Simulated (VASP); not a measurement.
Crystal: As.

```
As
1.0
     1.88080    1.08588    3.51406
    -1.88080    1.08588    3.51406
     0.00000   -2.17176    3.51406
As
2
Cartesian
  0.0000 0.0000 2.3825
  0.0000 0.0000 8.1597
```

```yaml
Program: VASP 6.6.1
Task: relaxation of cell and atoms
Functional: PBE
Dispersion: D3(BJ)
Potentials_or_basis: VASP PAW PBE potentials, release 64 (As)
Cutoff: 600 eV
k_mesh: 8 × 8 × 8
Occupations: fermi-dirac, width 0.05 eV
Spin: no spin polarisation
```

At the start: pressure 0.8 GPa; volume 21.53 Å³/atom.

Problem. Where does the relaxation end?

Solution. Over 14 steps the energy falls by 11.1 meV/atom and the volume is 20.95 Å³/atom (-2.7 %); space group R-3m (No. 166, to 0.05 Å).

The path:
```csv
step,energy change (eV),largest force (eV/Å),pressure (GPa),volume (Å³)
1,0.0000,0.4775,0.81,43.06
2,-0.0093,0.0212,-1.61,43.74
3,-0.0101,0.0835,-1.09,43.59
4,-0.0159,0.0401,-0.51,42.89
5,-0.0187,0.0042,0.29,42.05
6,-0.0206,0.0506,-0.02,42.04
7,-0.0214,0.1028,-0.38,42.02
8,-0.0219,0.0024,0.18,41.68
9,-0.0220,0.0355,0.00,41.79
10,-0.0221,0.0198,0.03,41.82
11,-0.0222,0.0047,0.06,41.85
12,-0.0222,0.0001,0.07,41.86
13,-0.0222,0.0042,-0.06,41.94
14,-0.0222,0.0020,0.00,41.90
```

Final structure:
```cif
data_structure
_symmetry_space_group_name_H-M 'P 1'
_symmetry_Int_Tables_number 1
_cell_length_a 4.0155
_cell_length_b 4.0155
_cell_length_c 4.0155
_cell_angle_alpha 56.334
_cell_angle_beta 56.334
_cell_angle_gamma 56.334
_cell_volume 41.90
loop_
_atom_site_label
_atom_site_type_symbol
_atom_site_fract_x
_atom_site_fract_y
_atom_site_fract_z
_atom_site_occupancy
As1 As 0.23024 0.23024 0.23024 1
As2 As 0.76976 0.76976 0.76976 1
```

Caveat: pairwise dispersion overbinds metals, which lowers pressure and volume.
